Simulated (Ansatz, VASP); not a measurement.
**One calculation of Sb, two programs**

```
CELL_PARAMETERS angstrom
0.00000 2.50989 2.50989
2.50989 0.00000 2.50989
2.50989 2.50989 0.00000
ATOMIC_POSITIONS crystal
Sb 0.87500 0.87500 0.87500
Sb 0.12500 0.12500 0.12500
```

Change from the starting cell: volume scaled by 0.4, PAW files.

Alike in both runs: task single point; functional LDA; k mesh 10 × 10 × 10; occupations fermi-dirac, width 0.1 eV; no spin polarisation.

```csv
,VASP,Ansatz
version,VASP 6.6.1,Ansatz 0.2.0
potentials or method,"VASP PAW LDA potentials, release 64 (Sb)","PAW with Ansatz's default frozen-core files, scalar-relativistic"
plane-wave cutoff (eV),520,420
valence electrons in the cell,10,30
```

|  | VASP | Ansatz | Ansatz less VASP |
| --- | --- | --- | --- |
| pressure (GPa) | 236.5 | 237.2 | +0.66 |

The two sets of potentials don't hold the same shells in valence.

Caveats: the cell as given lies far from equilibrium; so large a pressure means that the cell lies far from this level's equilibrium, or that cutoff or potentials fall short (VASP). The runs have no spin-orbit coupling, so splittings on Sb are missing.
